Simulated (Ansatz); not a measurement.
**Al2Ru: tests of the settings**

One table from this session's results is given with a row withheld; the runs are named, their logs left out.

Method: DFT r2SCAN, scalar-relativistic, plane waves, PAW, in Ansatz 0.2.0.

1 further run of the same task is left out (set aside as unsound or not needed). Runs told in other sessions of the task aren't counted.

### Starting point

Symmetry: I4/mmm, No. 139, tetragonal system. The conventional cell has a = 3.121 Å, b = 3.121 Å, c = 8.444 Å, α = 90.00°, β = 90.00°, γ = 90.00°. Al (site symmetry 4mm) has 5 Ru at 2.58 to 2.88 Å and 5 Al at 2.69 Å in its first shell of neighbours. Around Ru (site symmetry 4/mmm) lie 10 Al at 2.58 to 2.88 Å.

As a file:

```cif
data_structure
_symmetry_space_group_name_H-M 'I4/mmm'
_symmetry_Int_Tables_number 139
_cell_length_a 3.1208
_cell_length_b 3.1208
_cell_length_c 8.4436
_cell_angle_alpha 90.000
_cell_angle_beta 90.000
_cell_angle_gamma 90.000
_cell_volume 82.24
loop_
_atom_site_label
_atom_site_type_symbol
_atom_site_symmetry_multiplicity
_atom_site_Wyckoff_symbol
_atom_site_fract_x
_atom_site_fract_y
_atom_site_fract_z
_atom_site_occupancy
Al1 Al 4 e 0.50000 0.50000 0.15920 1
Ru1 Ru 2 a 0.00000 0.00000 0.00000 1
```

Source of the structure: the Materials Project (structure only). It is taken as it stands there.

### The base run, which the others are set against

Input file input.yaml:

```yaml
crystal:
  lattice:
    - [-1.56042162, 1.56042162, 4.22180559]
    - [1.56042162, -1.56042162, 4.22180559]
    - [1.56042162, 1.56042162, -4.22180559]
  atoms:
    - { symbol: Al, position: [0.65920219, 0.65920219, 0.0] }
    - { symbol: Al, position: [0.34079781, 0.34079781, 0.0] }
    - { symbol: Ru, position: [0.0, 0.0, 0.0] }
basis:
  ecutwfc: 500
kpoints:
  mp_grid: { grid: [18, 18, 18] }
hamiltonian:
  xc: r2scan
scf:
  occupations: { method: gaussian, width: 0.1 }
output:
  forces: true
  stress: true
  eigenvalues: true
  populations: true
```

Its results, from an earlier run: -2324.5912 eV/atom at zero smearing, pressure 0.12 GPa, largest force 0.018 eV/Å, no gap on the mesh, in 6 SCF cycles and 39 s.

Set-up of the first run:

Input file input.yaml:

```yaml
crystal:
  lattice:
    - [-1.56042162, 1.56042162, 4.22180559]
    - [1.56042162, -1.56042162, 4.22180559]
    - [1.56042162, 1.56042162, -4.22180559]
  atoms:
    - { symbol: Al, position: [0.65920219, 0.65920219, 0.0] }
    - { symbol: Al, position: [0.34079781, 0.34079781, 0.0] }
    - { symbol: Ru, position: [0.0, 0.0, 0.0] }
basis:
  ecutwfc: 150
kpoints:
  mp_grid: { grid: [18, 18, 18] }
hamiltonian:
  xc: r2scan
scf:
  occupations: { method: gaussian, width: 0.1 }
output:
  forces: true
  stress: true
  eigenvalues: true
```

Command:

```bash
> ansatz run input.yaml --threads 1 --pin off --max-ram 2560MiB --backend cpu --events-out ev --progress --plain --runs-dir out
```

Among the steps run: Plane-wave cutoff set to 150 eV; Plane-wave cutoff: 200 eV; Plane-wave cutoff set to 250 eV; Plane-wave cutoff set to 300 eV; Plane-wave cutoff set to 350 eV; Plane-wave cutoff: 380 eV; Plane-wave cutoff: 460 eV; Plane-wave cutoff: 520 eV; Plane-wave cutoff: 600 eV; Plane-wave cutoff: 700 eV; Plane-wave cutoff set to 850 eV.

One table of the session follows, with a row left open; its other results are not shown here.

It belongs to the step «The sweep of the plane-wave cutoff side by side». 

```
cutoff (eV)  ΔE (meV/atom)  pressure (GPa)  largest change of a force component (eV/Å)
        150          16116           12.29                                       0.692
        200           3219           -3.73                                       0.516
        250            595            0.04                                       0.028
        300           86.0            0.86                                       0.018
        350              ?               ?                                           ?
        380           4.83            0.11                                       0.000
        460           1.81            0.12                                       0.000
        500           1.25            0.12                                       0.000
        520           1.04            0.12                                       0.000
        600           0.55            0.12                                       0.000
        700           0.28            0.12                                       0.000
        850           0.00            0.11                                       0.000
```

Estimate the missing values for cutoff (eV) = 350.

Worked estimate for «ΔE (meV/atom)». A straight line through the neighbours (300, 86.0) and (380, 4.83) gives 86.0 + (4.83 − 86.0) × (350 − 300) / (380 − 300) = 35.3; a parabola fitted to 4 rows on both sides gives -19.2.

**Answer.** ΔE (meV/atom): 11.5; pressure (GPa): 0.14; largest change of a force component (eV/Å): 0.001. In «ΔE (meV/atom)» the line misses by +23.8 and the parabola by -30.7.

Limits of these values: Warnings in the runs' records: cutoff below recommended.
